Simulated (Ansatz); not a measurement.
# Mg26O27 (Periclase): the cost of one run

Method: DFT, PBE, plane-wave PAW, default files, scalar-relativistic, as far as a step names no other, in Ansatz 0.2.0.

The COD entry's cell or inner coordinates are ideal or old and differ from later refinements, so a difference from it is no clean test against experiment.

## (1) Starting point

Symmetry: Fm-3m, No. 225, cubic system. Conventional cell: a = 12.651 Å, b = 12.651 Å, c = 12.651 Å, α = 90.00°, β = 90.00°, γ = 90.00°. Around Mg (site symmetry mm2) lie 6 O at 2.11 Å. Around Mg (site symmetry 3m) lie 6 O at 2.11 Å. Mg (site symmetry 4mm) has 6 O at 2.11 Å as nearest neighbours. Around O (site symmetry 3m) lie 6 Mg at 2.11 Å. O (site symmetry 4mm) is surrounded by 5 Mg at 2.11 Å. Around O (site symmetry mm2) lie 6 Mg at 2.11 Å. O (site symmetry m-3m) has 6 Mg at 2.11 Å as nearest neighbours.

Structure file:

```xyz
53
Lattice="0.0000 6.3255 6.3255 6.3255 0.0000 6.3255 6.3255 6.3255 0.0000" Properties=species:S:1:pos:R:3 pbc="T T T"
Mg    2.1085    2.1085    0.0000
Mg    4.2170    4.2170    0.0000
Mg    2.1085    0.0000    2.1085
Mg    4.2170    2.1085    2.1085
Mg    6.3255    4.2170    2.1085
Mg    4.2170    0.0000    4.2170
Mg    6.3255    2.1085    4.2170
Mg    8.4340    4.2170    4.2170
Mg    0.0000    2.1085    2.1085
Mg    2.1085    4.2170    2.1085
Mg    4.2170    6.3255    2.1085
Mg    2.1085    2.1085    4.2170
Mg    4.2170    4.2170    4.2170
Mg    6.3255    6.3255    4.2170
Mg    4.2170    2.1085    6.3255
Mg    6.3255    4.2170    6.3255
Mg    8.4340    6.3255    6.3255
Mg    0.0000    4.2170    4.2170
Mg    2.1085    6.3255    4.2170
Mg    4.2170    8.4340    4.2170
Mg    2.1085    4.2170    6.3255
Mg    4.2170    6.3255    6.3255
Mg    6.3255    8.4340    6.3255
Mg    4.2170    4.2170    8.4340
Mg    6.3255    6.3255    8.4340
Mg    8.4340    8.4340    8.4340
O     2.1085    2.1085    2.1085
O     4.2170    4.2170    2.1085
O     6.3255    6.3255    2.1085
O     4.2170    2.1085    4.2170
O     6.3255    4.2170    4.2170
O     8.4340    6.3255    4.2170
O     6.3255    2.1085    6.3255
O     8.4340    4.2170    6.3255
O    10.5425    6.3255    6.3255
O     2.1085    4.2170    4.2170
O     4.2170    6.3255    4.2170
O     6.3255    8.4340    4.2170
O     4.2170    4.2170    6.3255
O     6.3255    6.3255    6.3255
O     8.4340    8.4340    6.3255
O     6.3255    4.2170    8.4340
O     8.4340    6.3255    8.4340
O    10.5425    8.4340    8.4340
O     2.1085    6.3255    6.3255
O     4.2170    8.4340    6.3255
O     6.3255   10.5425    6.3255
O     4.2170    6.3255    8.4340
O     6.3255    8.4340    8.4340
O     8.4340   10.5425    8.4340
O     6.3255    6.3255   10.5425
O     8.4340    8.4340   10.5425
O    10.5425   10.5425   10.5425
```

The vacant site is at (0.000, 0.000, 0.000) in fractional coordinates of the input's cell.

## (2) Gradients at the starting positions

The input, input.yaml:

```yaml
crystal:
  lattice:
    - [0.0, 6.3255, 6.3255]
    - [6.3255, 0.0, 6.3255]
    - [6.3255, 6.3255, 0.0]
  atoms:
    - { symbol: Mg, position: [0.0, 0.0, 0.3333333333] }
    - { symbol: Mg, position: [0.0, 0.0, 0.6666666667] }
    - { symbol: Mg, position: [0.0, 0.3333333333, 0.0] }
    - { symbol: Mg, position: [0.0, 0.3333333333, 0.3333333333] }
    - { symbol: Mg, position: [0.0, 0.3333333333, 0.6666666667] }
    - { symbol: Mg, position: [0.0, 0.6666666667, 0.0] }
    - { symbol: Mg, position: [0.0, 0.6666666667, 0.3333333333] }
    - { symbol: Mg, position: [0.0, 0.6666666667, 0.6666666667] }
    - { symbol: Mg, position: [0.3333333333, 0.0, 0.0] }
    - { symbol: Mg, position: [0.3333333333, 0.0, 0.3333333333] }
    - { symbol: Mg, position: [0.3333333333, 0.0, 0.6666666667] }
    - { symbol: Mg, position: [0.3333333333, 0.3333333333, 0.0] }
    - { symbol: Mg, position: [0.3333333333, 0.3333333333, 0.3333333333] }
    - { symbol: Mg, position: [0.3333333333, 0.3333333333, 0.6666666667] }
    - { symbol: Mg, position: [0.3333333333, 0.6666666667, 0.0] }
    - { symbol: Mg, position: [0.3333333333, 0.6666666667, 0.3333333333] }
    - { symbol: Mg, position: [0.3333333333, 0.6666666667, 0.6666666667] }
    - { symbol: Mg, position: [0.6666666667, 0.0, 0.0] }
    - { symbol: Mg, position: [0.6666666667, 0.0, 0.3333333333] }
    - { symbol: Mg, position: [0.6666666667, 0.0, 0.6666666667] }
    - { symbol: Mg, position: [0.6666666667, 0.3333333333, 0.0] }
    - { symbol: Mg, position: [0.6666666667, 0.3333333333, 0.3333333333] }
    - { symbol: Mg, position: [0.6666666667, 0.3333333333, 0.6666666667] }
    - { symbol: Mg, position: [0.6666666667, 0.6666666667, 0.0] }
    - { symbol: Mg, position: [0.6666666667, 0.6666666667, 0.3333333333] }
    - { symbol: Mg, position: [0.6666666667, 0.6666666667, 0.6666666667] }
    - { symbol: O, position: [0.1666666667, 0.1666666667, 0.1666666667] }
    - { symbol: O, position: [0.1666666667, 0.1666666667, 0.5] }
    - { symbol: O, position: [0.1666666667, 0.1666666667, 0.8333333333], spin: 0.5 }
    - { symbol: O, position: [0.1666666667, 0.5, 0.1666666667] }
    - { symbol: O, position: [0.1666666667, 0.5, 0.5] }
    - { symbol: O, position: [0.1666666667, 0.5, 0.8333333333] }
    - { symbol: O, position: [0.1666666667, 0.8333333333, 0.1666666667], spin: 0.5 }
    - { symbol: O, position: [0.1666666667, 0.8333333333, 0.5] }
    - { symbol: O, position: [0.1666666667, 0.8333333333, 0.8333333333], spin: 0.5 }
    - { symbol: O, position: [0.5, 0.1666666667, 0.1666666667] }
    - { symbol: O, position: [0.5, 0.1666666667, 0.5] }
    - { symbol: O, position: [0.5, 0.1666666667, 0.8333333333] }
    - { symbol: O, position: [0.5, 0.5, 0.1666666667] }
    - { symbol: O, position: [0.5, 0.5, 0.5] }
    - { symbol: O, position: [0.5, 0.5, 0.8333333333] }
    - { symbol: O, position: [0.5, 0.8333333333, 0.1666666667] }
    - { symbol: O, position: [0.5, 0.8333333333, 0.5] }
    - { symbol: O, position: [0.5, 0.8333333333, 0.8333333333] }
    - { symbol: O, position: [0.8333333333, 0.1666666667, 0.1666666667], spin: 0.5 }
    - { symbol: O, position: [0.8333333333, 0.1666666667, 0.5] }
    - { symbol: O, position: [0.8333333333, 0.1666666667, 0.8333333333], spin: 0.5 }
    - { symbol: O, position: [0.8333333333, 0.5, 0.1666666667] }
    - { symbol: O, position: [0.8333333333, 0.5, 0.5] }
    - { symbol: O, position: [0.8333333333, 0.5, 0.8333333333] }
    - { symbol: O, position: [0.8333333333, 0.8333333333, 0.1666666667], spin: 0.5 }
    - { symbol: O, position: [0.8333333333, 0.8333333333, 0.5] }
    - { symbol: O, position: [0.8333333333, 0.8333333333, 0.8333333333] }
magnetization:
  spin_polarized: true
total_charge: -1
kpoints:
  mp_grid: { grid: [3, 3, 3] }
scf:
  occupations: { method: fermi_dirac, width: 0.01 }
hamiltonian:
  xc: pbe
  pseudopotentials: { kind: paw }
output:
  forces: true
  stress: true
  populations: true
  efg:
    quadrupole_moments_barn: { Mg: 0.1994, O: -0.02558 }
    contact_densities: true
  write_density: true
  write_potential: true
  elf: true
  volumetric_format: npy
```

Command:

```sh
> ansatz run input.yaml --threads 4 --pin off --max-ram 8192MiB --backend cpu --events-out ev --progress --plain --runs-dir out
```

Q: Estimate wall time and peak memory on 4 threads of Arm Neoverse V1, shared host.

About 88 s, with a peak of 2.8 GiB.
